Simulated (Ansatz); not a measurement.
# Au (Im-3m) in Ansatz: equation of state

Aim: energy against volume of Au in PBE, for its equilibrium volume and stiffness.

All numbers are computed with Ansatz 0.2.0; they aren't measurements. Logs are shortened: lines on timing, memory, paths and dates and some standing lists are left out, and cuts for length are marked.

### 1 Starting point

The structure is cubic, space group Im-3m (No. 229). Conventional cell: a = 3.315 Å, b = 3.315 Å, c = 3.315 Å, α = 90.00°, β = 90.00°, γ = 90.00°. Au (site symmetry m-3m) has 8 Au at 2.87 Å as nearest neighbours.

This isn't the form of Au at room conditions, which is fcc.

### 2 Equation of state, PBE

Potentials or basis: all-electron LAPW, scalar-relativistic.

This step only gathers the single runs of the series.

What came out:

```
Equilibrium volume                      : 18.08 Å³/atom
Bulk modulus                            : 134 GPa
Pressure derivative of the bulk modulus : 5.7
```

Energy against volume, from the lowest point:
| volume (Å³/atom) | energy (meV/atom) |
| --- | --- |
| 17.115 | 24.08 |
| 17.479 | 8.69 |
| 17.843 | 0.99 |
| 18.207 | 0.00 |
| 18.571 | 4.88 |
| 18.935 | 14.90 |
| 19.299 | 29.40 |

Spin-orbit coupling is left out, which matters for the levels of Au.
